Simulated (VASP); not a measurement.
# Ca: molecular dynamics with a thermostat

Ca, Ibam (no. 72), 8 atoms in the cell. PBE, molecular dynamics; PAW potentials Ca_pv (PBE set).

Ensemble: Nose-Hoover chain; Target temperature (K): 1600.

## Input

INCAR:
```
SYSTEM = Ca
  GGA = PE
  PREC = Normal
  ENCUT = 200
  EDIFF = 1E-6
  NELMIN = 4
  NELM = 60
  ALGO = Fast
  LREAL = Auto
  LASPH = .True.
  ISMEAR = -1
  SIGMA = 0.069
  ISYM = 0
  LWAVE = .False.
  LCHARG = .False.
  IBRION = 0
  NSW = 60
  POTIM = 2.0
  TEBEG = 1600
  ISIF = 2
  RANDOM_SEED = 133843 0 0
  MDALGO = 4
  NHC_NCHAINS = 3
  NHC_PERIOD = 30
  KPAR = 2
```

KPOINTS:
```
k-points
0
Monkhorst-Pack
  2 2 2
```

POSCAR:
```
Ca
1.0
    7.4455455816      0.0000000000      0.0000000000
    0.0000000000      7.4555292300      0.0000000000
    0.0000000000      0.0000000000      6.6602862304
Ca
8
Direct
    0.1708298800      0.3295774700      0.0000000000
    0.3291701200      0.1704225300      0.5000000000
    0.8291701200      0.3295774700      0.5000000000
    0.6708298800      0.1704225300      0.0000000000
    0.6708298800      0.8295774700      0.5000000000
    0.8291701200      0.6704225300      0.0000000000
    0.3291701200      0.8295774700      0.0000000000
    0.1708298800      0.6704225300      0.5000000000
```

Commands:
```
cat potpaw_PBE.64/Ca_pv/POTCAR > POTCAR
mpirun -np 2 vasp_std > vasp.out
```

## Result

- Mean temperature (K): 1350
- Spread of the conserved energy (meV/atom): 0.39
- Rise of the mean potential energy above the start (meV/atom): 68.6
- Electronic steps per ionic step after the first: 8.0

Course of the run:

| Time (fs) | Temperature (K) | Potential energy less the first (meV/atom) | Conserved energy less the first (meV/atom) |
|---|---|---|---|
| 2 | 1600 | 0.0 | 0.00 |
| 12 | 1507 | 10.4 | -0.14 |
| 20 | 1309 | 33.3 | -0.12 |
| 30 | 953 | 75.3 | -0.06 |
| 38 | 656 | 111.4 | 0.00 |
| 48 | 398 | 144.6 | 0.06 |
| 56 | 371 | 151.5 | 0.07 |
| 66 | 633 | 130.8 | 0.05 |
| 74 | 1065 | 96.6 | 0.01 |
| 84 | 1730 | 49.3 | -0.02 |
| 92 | 2176 | 22.2 | 0.01 |
| 102 | 2429 | 13.9 | 0.10 |
| 110 | 2349 | 30.1 | 0.17 |
| 120 | 1980 | 73.3 | 0.24 |

REPORT:
```
MDALGO =   4
           NHC_NCHAINS =   3
            NHC_PERIOD =    30
            NHC_NRESPA =    1
                NHC_NS =  1
               SCALING =       0
                 CNEXP =     9.000   14.000
           RANDOM_SEED =            133843                0                0

   original number of atomic DOF:         21
   number of independent constraints:      0
   number of active DOF:                  21

========================================
         MD step No.       1
========================================

  Atomic velocities initialized by STEP_tb

  >Nose-Hoover_chains
                       xs       vs(fs^-1)
   nhc_s>  -0.13076275E-08  -0.26149825E-08
   nhc_s>  -0.13889371E-03  -0.27779707E-03
   nhc_s>  -0.13888889E-03  -0.27773919E-03

  >Energies
                    E_tot             E_pot             E_kin               EPS                ES
   e_b>   -0.12819644E+02   -0.14267351E+02    0.14477072E+01    0.38296832E-04   -0.38303943E-04

  >Temperature
               T_sim     T_inst
   tmprt>   1600.000   1599.985

           RANDOM_SEED =            133843               48                0

[... steps left out ...]

========================================
         MD step No.      60
========================================

  >Nose-Hoover_chains
                       xs       vs(fs^-1)
   nhc_s>  -0.45968622E+00   0.20927803E-03
   nhc_s>   0.11492304E+01   0.23741155E-01
   nhc_s>  -0.39772037E+00   0.25338244E-01

  >Energies
                    E_tot             E_pot             E_kin               EPS                ES
   e_b>   -0.12817755E+02   -0.13681124E+02    0.17912938E+01    0.29945205E+00   -0.12273778E+01

  >Temperature
               T_sim     T_inst
   tmprt>   1600.000   1979.712

           RANDOM_SEED =            133843               48                0
```

OSZICAR:
```
N       E                     dE             d eps       ncg     rms          rms(c)
DAV:   1     0.480822024471E+03    0.48082E+03   -0.16983E+04   336   0.143E+03
DAV:   2     0.593381442287E+02   -0.42148E+03   -0.41766E+03   304   0.390E+02
DAV:   3    -0.950721565226E+01   -0.68845E+02   -0.67678E+02   364   0.178E+02
DAV:   4    -0.140804849060E+02   -0.45733E+01   -0.43833E+01   416   0.516E+01
DAV:   5    -0.143399863244E+02   -0.25950E+00   -0.25359E+00   440   0.124E+01    0.234E+00
RMM:   6    -0.142504254428E+02    0.89561E-01   -0.27185E-01   370   0.425E+00    0.131E+00
RMM:   7    -0.142510822821E+02   -0.65684E-03   -0.40133E-01   368   0.359E+00    0.207E-01
RMM:   8    -0.142657169372E+02   -0.14635E-01   -0.15708E-01   493   0.182E+00    0.184E-01
RMM:   9    -0.142658059228E+02   -0.88986E-04   -0.20145E-02   403   0.733E-01    0.120E-01
RMM:  10    -0.142669612095E+02   -0.11553E-02   -0.71794E-03   481   0.416E-01    0.431E-02
RMM:  11    -0.142671038481E+02   -0.14264E-03   -0.23453E-03   403   0.266E-01    0.170E-02
RMM:  12    -0.142672301329E+02   -0.12628E-03   -0.11977E-03   490   0.132E-01    0.103E-02
[... left out ...]
[... last step whole ...]
       N       E                     dE             d eps       ncg     rms          rms(c)
DAV:   1    -0.136799766046E+02    0.81692E-01   -0.45232E-02   352   0.434E+00    0.160E-02
RMM:   2    -0.136808280510E+02   -0.85145E-03   -0.83417E-03   349   0.658E-01    0.107E-02
RMM:   3    -0.136810362406E+02   -0.20819E-03   -0.18569E-03   401   0.237E-01    0.417E-03
RMM:   4    -0.136811137061E+02   -0.77465E-04   -0.72820E-04   480   0.116E-01    0.465E-03
RMM:   5    -0.136811207184E+02   -0.70123E-05   -0.68058E-05   392   0.305E-02    0.602E-03
RMM:   6    -0.136811231600E+02   -0.24416E-05   -0.24516E-05   272   0.143E-02    0.731E-03
RMM:   7    -0.136811235480E+02   -0.38804E-06   -0.42798E-06   234   0.103E-02
     60 T=  1980. E= -.12818614E+02 F= -.13681124E+02 E0= -.13590755E+02  EK= 0.17904E+01 SP= -.12E+01 SK= 0.30E+00
```

Limits: 120 fs of 8 atoms are too short for converged averages.

VASP 6.6.1 took 267 s on 2 cores (Intel Xeon Platinum 8488C (Sapphire Rapids)), a shared host.
